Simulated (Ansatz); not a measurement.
SnSe (zincblende), relaxed with r2SCAN in the PAW code Ansatz. Space group F-43m (No. 216), cubic; conventional cell a = 6.728 Å, 38.07 Å³ an atom. Sn has 4 Se at 2.91 Å; Se has 4 Sn at 2.91 Å.

The axes x, y and z are those of this cell:
```yaml
crystal:
  lattice:
    - [0.00000, 3.36398, 3.36398]
    - [3.36398, 0.00000, 3.36398]
    - [3.36398, 3.36398, 0.00000]
  atoms:
    - { symbol: Sn, position: [0.00000, 0.00000, 0.00000] }
    - { symbol: Se, position: [0.25000, 0.25000, 0.25000] }
```

Unstrained: HSE06 gives an indirect gap of 0.304 eV, from W to X; the least direct gap is 1.043 eV at X. Meshes: HSE06 4×4×4. Strains are changes of length per length. After each strain the atoms were relaxed again with r2SCAN within the symmetry that the strain leaves, so tilts or polar shifts that break it weren't tested; points keep the names that they have in the unstrained zone. The calculation is spin-unpolarised, and the structure need not be a phase that has been made.

Q: Estimate what uniaxial -0.76 % along [111], other directions held does to the gap.

A: HSE06: the gap goes from 0.304 to 0.276 eV (-0.028 eV); the edges go from W → X to (0.247, -1/2, -0.247) → X.

No spin-orbit coupling is included; it can move band edges with weight on the heavy atoms by tenths of an eV.

Where an edge lies off the special points, it is a point of the mesh or the k point where a search put PBE's edge or least direct gap, reused for the other functionals, whose own edges may lie a little apart.

Coordinates of k points refer to the reciprocal vectors of the primitive cell of the runs.

The meshes of the hybrids are coarse, so their gaps aren't converged to the digits shown.
